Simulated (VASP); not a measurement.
# Pt (Fm-3m) in VASP: a series of runs

One crystal, Pt, is run at these levels: PBE; tasks: relaxation of cell and atoms, single point.

All numbers are computed with VASP 6.6.1; they aren't measurements. Logs are shortened: lines on timing, memory, paths and dates and some standing lists are left out, and cuts for length are marked.

## Step 1: Starting point

Symmetry: Fm-3m, No. 225, cubic system. Conventional cell: a = 3.922 Å, b = 3.922 Å, c = 3.922 Å, α = 90.00°, β = 90.00°, γ = 90.00°. Pt (site symmetry m-3m) has 12 Pt at 2.77 Å as nearest neighbours.

## Step 2: Relaxation of cell and atoms, PBE, non-collinear spin, zero start, spin-orbit coupling

INCAR reads:

```
PREC     = Accurate       # precision mode
ENCUT    = 520            # plane-wave cutoff, eV
EDIFF    = 1E-7           # SCF threshold, eV
ISMEAR   = 0              # smearing method
SIGMA    = 0.1            # smearing width, eV
LREAL    = False          # projectors in reciprocal space
LASPH    = True           # aspherical terms in the spheres
NELM     = 100            # most SCF steps
ALGO     = Normal         # electronic algorithm
ISIF     = 3              # what is computed and relaxed
LWAVE    = False          # write WAVECAR
LCHARG   = False          # write CHGCAR
MAGMOM   = 0 0 0          # initial moments
LORBIT   = 11             # projections on sites
LSORBIT  = True           # spin-orbit coupling
GGA_COMPAT= False        
LMAXMIX  = 4              # l up to which the mixer works
GGA      = PE             # functional
IBRION   = 2              # ionic algorithm
NSW      = 80             # ionic steps
EDIFFG   = -0.002         # ionic threshold
KPAR     = 4
```

KPOINTS reads:

```
Automatic mesh
0
Gamma
  18 18 18
```

POSCAR reads:

```
Pt
1.0
    0.0000000000      1.9609000000      1.9609000000
    1.9609000000      0.0000000000      1.9609000000
    1.9609000000      1.9609000000      0.0000000000
Pt
1
Direct
    0.0000000000      0.0000000000      0.0000000000
```

Potentials or basis: VASP PAW PBE potentials, release 64 (Pt).

On the command line:

```bash
> cat potpaw_PBE.64/Pt/POTCAR > POTCAR
> mpirun -np 4 vasp_ncl > vasp.out
```

OUTCAR:

```text
PREC = Accurate
   ENCUT = 520
   EDIFF = 1E-7
   ISMEAR = 0
   LREAL = False
   LASPH = True
   NELM = 100
   ISIF = 3
   LORBIT = 11
   LSORBIT = True
   GGA = PE
   IBRION = 2
   NSW = 80
   EDIFFG = -0.002

 ion  position               nearest neighbor table
   1  0.000  0.000  0.000-

  LATTYP: Found a face centered cubic cell.
 ALAT       =     3.9218000000

  Lattice vectors:

 A1 = (   0.0000000000,   1.9609000000,   1.9609000000)
 A2 = (   1.9609000000,   0.0000000000,   1.9609000000)
 A3 = (   1.9609000000,   1.9609000000,   0.0000000000)

Analysis of symmetry for initial positions (statically):
=====================================================================
 Subroutine PRICEL returns:
 Original cell was already a primitive cell.

 Routine SETGRP: Setting up the symmetry group for a
 face centered cubic supercell.

 Subroutine GETGRP returns: Found 48 space group operations
 (whereof 48 operations were pure point group operations)
 out of a pool of 48 trial point group operations.

The static configuration has the point symmetry O_h .

Analysis of symmetry for dynamics (positions and initial velocities):
=====================================================================
 Subroutine PRICEL returns:
 Original cell was already a primitive cell.

 Routine SETGRP: Setting up the symmetry group for a
 face centered cubic supercell.

 Subroutine GETGRP returns: Found 48 space group operations
 (whereof 48 operations were pure point group operations)
 out of a pool of 48 trial point group operations.

The dynamic configuration has the point symmetry O_h .

Analysis of structural, dynamic, and magnetic symmetry:
=====================================================================
 Subroutine PRICEL returns:
 Original cell was already a primitive cell.

 Routine SETGRP: Setting up the symmetry group for a
 face centered cubic supercell.

 Subroutine GETGRP returns: Found 48 space group operations
 (whereof 48 operations were pure point group operations)
 out of a pool of 48 trial point group operations.

The overall configuration has the point symmetry O_h .

 Subroutine INISYM returns: Found 48 space group operations
 (whereof 48 operations are pure point group operations),
 and found     1 'primitive' translations

----------------------------------------------------------------------------------------
[... 153 lines left out ...]
  --------------------------------------------------------------------------------------
  -------------------------------------------------------------------------------------
  Total        0.9703166      0.9703166      0.9703166     -0.0000000      0.0000000     -0.0000000
  in kB      103.0926520    103.0926520    103.0926520     -0.0000000      0.0000000     -0.0000000
  external PRESSURE =     103.0926520 kB  Pullay stress =       0.0000000 kB
[... 24 lines left out ...]
 number of electron      10.0000001 magnetization       0.0000000     -0.0000000     -0.0000000

 number of electron      10.0000001 magnetization      -0.0000000      0.0000000      0.0000000

 E-fermi :   8.8893     XC(G=0): -12.6830

 val. band max:        8.8843851710   @ k =  -0.3333   0.3889   0.1111
 cond. band min:       8.8996239531   @ k =   0.5000   0.1667   0.0000
 fundamental gap:      0.0152387821
 Fermi energy:         8.8893209985

 k-point     1 :       0.0000    0.0000    0.0000
  band No.  band energies     occupation
      1       0.0551      1.00000
      2       0.0551      1.00000
      3       5.2965      1.00000
      4       5.2965      1.00000
      5       5.2965      1.00000
      6       5.2965      1.00000
[... 564 lines left out ...]
  FREE ENERGIE OF THE ION-ELECTRON SYSTEM (eV)
  ---------------------------------------------------
  free  energy   TOTEN  =        -6.4982518282 eV

  energy  without entropy=       -6.4898885154  energy(sigma->0) =       -6.49407017

[... ionic steps 4 to 14 ...]

--------------------------------------- Ionic step       15  -------------------------------------------

 number of electron      10.0000002 magnetization      -0.0000000      0.0000000      0.0000000

 number of electron      10.0000002 magnetization       0.0000000     -0.0000000     -0.0000000
[... 71 lines left out ...]
 number of electron      10.0000002 magnetization       0.0000000      0.0000000      0.0000000

 number of electron      10.0000002 magnetization      -0.0000000     -0.0000000     -0.0000000

 Free energy of the ion-electron system (eV)
  ---------------------------------------------------
  ext. energy  EPLUGINS =         0.00000000
  ---------------------------------------------------
  free energy    TOTEN  =        -6.49827866 eV

  energy without entropy =       -6.48992813  energy(sigma->0) =       -6.49410340

 E-fermi :  10.6173     XC(G=0): -13.2666

 val. band max:       10.6150281275   @ k =   0.5000   0.1111   0.0000
 cond. band min:      10.6289651164   @ k =   0.4444   0.2222   0.0000
 fundamental gap:      0.0139369888
 Fermi energy:        10.6173270011

 k-point     1 :       0.0000    0.0000    0.0000
  band No.  band energies     occupation
      1       0.7547      1.00000
      2       0.7547      1.00000
      3       6.5210      1.00000
      4       6.5210      1.00000
      5       6.5210      1.00000
      6       6.5210      1.00000
[... 523 lines left out ...]
  FREE ENERGIE OF THE ION-ELECTRON SYSTEM (eV)
  ---------------------------------------------------
  free  energy   TOTEN  =        -6.4982786648 eV

  energy  without entropy=       -6.4899281274  energy(sigma->0) =       -6.49410340

 reached required accuracy - stopping structural energy minimisation

 Spin-Orbit-Coupling matrix elements

 Ion:    1  E_soc:     -0.7885897
 l=   1
     0.0000000    -0.0316560    -0.0316560
    -0.0316560     0.0000000    -0.0316560
    -0.0316560    -0.0316560     0.0000000
 l=   2
     0.0000000    -0.0175716     0.0000000    -0.0175716    -0.0822040
    -0.0175716     0.0000000    -0.0616530    -0.0175716    -0.0205510
     0.0000000    -0.0616530     0.0000000    -0.0616530     0.0000000
    -0.0175716    -0.0175716    -0.0616530     0.0000000    -0.0205510
    -0.0822040    -0.0205510     0.0000000    -0.0205510     0.0000000
 l=   3
     0.0000000     0.0000000     0.0000000     0.0000000     0.0000000     0.0000000     0.0000000
     0.0000000     0.0000000     0.0000000     0.0000000     0.0000000     0.0000000     0.0000000
     0.0000000     0.0000000     0.0000000     0.0000000     0.0000000     0.0000000     0.0000000
     0.0000000     0.0000000     0.0000000     0.0000000     0.0000000     0.0000000     0.0000000
     0.0000000     0.0000000     0.0000000     0.0000000     0.0000000     0.0000000     0.0000000
     0.0000000     0.0000000     0.0000000     0.0000000     0.0000000     0.0000000     0.0000000
     0.0000000     0.0000000     0.0000000     0.0000000     0.0000000     0.0000000     0.0000000

 total charge

# of ion       s       p       d       tot
------------------------------------------
    1        0.622   0.583   7.997   9.203

 magnetization (x)

# of ion       s       p       d       tot
------------------------------------------
    1       -0.000   0.000   0.000   0.000

 magnetization (y)

# of ion       s       p       d       tot
------------------------------------------
    1        0.000   0.000   0.000   0.000

 magnetization (z)

# of ion       s       p       d       tot
------------------------------------------
    1        0.000   0.000  -0.000   0.000
```

OSZICAR:

```text
N       E                     dE             d eps       ncg     rms          rms(c)
DAV:   1     0.521828286042E+02    0.52183E+02   -0.51414E+03  7148   0.106E+03
DAV:   2    -0.575627720326E+01   -0.57939E+02   -0.54679E+02  7602   0.240E+02
DAV:   3    -0.684980706226E+01   -0.10935E+01   -0.10724E+01  8528   0.320E+01
[... 99 lines left out ...]
  16 F= -.64982785E+01 E0= -.64941028E+01  d E =-.224877E-05  mag=     0.0000    -0.0000    -0.0000
       N       E                     dE             d eps       ncg     rms          rms(c)
DAV:   1    -0.649827955830E+01   -0.10771E-05   -0.16218E-05  7106   0.506E-02    0.676E-03
DAV:   2    -0.649827868391E+01    0.87439E-06   -0.14892E-06  7040   0.150E-02    0.382E-03
DAV:   3    -0.649827866479E+01    0.19123E-07   -0.12110E-07  5292   0.426E-03
  17 F= -.64982787E+01 E0= -.64941034E+01  d E =-.244893E-05  mag=    -0.0000    -0.0000     0.0000
```

CONTCAR:

```text
Pt
   1.00000000000000
     0.0000000000000000    1.9859745262422437    1.9859745262422437
     1.9859745262422437    0.0000000000000001    1.9859745262422437
     1.9859745262422437    1.9859745262422437   -0.0000000000000000
  Pt
     1
Direct
     0.0000000000000000    0.0000000000000000    0.0000000000000000

  0.00000000E+00  0.00000000E+00  0.00000000E+00
```

It took 3 min on 4 MPI ranks of Intel Xeon Platinum 8488C (Sapphire Rapids), shared host; peak memory 0.25 GiB.

Results:

```
Free energy                                           : -6.4983 eV
Relaxed volume                                        : 15.67 Å³/atom
Relaxed cell                                          : a = 2.809 Å, b = 2.809 Å, c = 2.809 Å, α = 60.00°, β = 60.00°, γ = 60.00°
Space group after relaxing (to 0.05 Å)                : Fm-3m (No. 225)
Energy gained by relaxing                             : 18.0 meV/atom
Ionic steps                                           : 17
Pressure after relaxing                               : 0.0 GPa
Net moment                                            : 0.00 μB per cell
Valence electrons inside the program's atomic spheres : Pt 9.20
```

The path:
| step | energy change (eV) | largest force (eV/Å) | pressure (GPa) | volume (Å³) |
| --- | --- | --- | --- | --- |
| 1 | 0.0000 | 0.0000 | 10.31 | 15.08 |
| 2 | 0.0860 | 0.0000 | -18.26 | 17.30 |
| 3 | -0.0180 | 0.0000 | -0.34 | 15.69 |
| 4 | -0.0180 | 0.0000 | -0.03 | 15.67 |
| 5 | -0.0180 | 0.0000 | 0.15 | 15.66 |
| 6 | -0.0180 | 0.0000 | 0.16 | 15.66 |
| 7 | -0.0180 | 0.0000 | 0.13 | 15.66 |
| 8 | -0.0180 | 0.0000 | 0.13 | 15.66 |
| 9 | -0.0180 | 0.0000 | 0.13 | 15.66 |
| 10 | -0.0180 | 0.0000 | 0.13 | 15.66 |
| 11 | -0.0180 | 0.0000 | 0.13 | 15.66 |
| 12 | -0.0180 | 0.0000 | 0.12 | 15.66 |
| 13 | -0.0180 | 0.0000 | 0.11 | 15.66 |
| 14 | -0.0180 | 0.0000 | 0.09 | 15.66 |
| 15 | -0.0180 | 0.0000 | 0.05 | 15.66 |
| 16 | -0.0180 | 0.0000 | -0.03 | 15.67 |
| 17 | -0.0180 | 0.0000 | 0.00 | 15.67 |

Final structure:
```yaml
crystal:
  lattice:
    - [0.00000, 1.98597, 1.98597]
    - [1.98597, 0.00000, 1.98597]
    - [1.98597, 1.98597, 0.00000]
  atoms:
    - { symbol: Pt, position: [0.00000, 0.00000, 0.00000] }
```

Moments on the atoms (μB; x, y, z):
```
Pt  0.00 0.00 0.00
```

PBE usually gives volumes a little too large and moduli too small. Zero-point motion and thermal expansion aren't in these numbers.

[end of part 1 of 2]
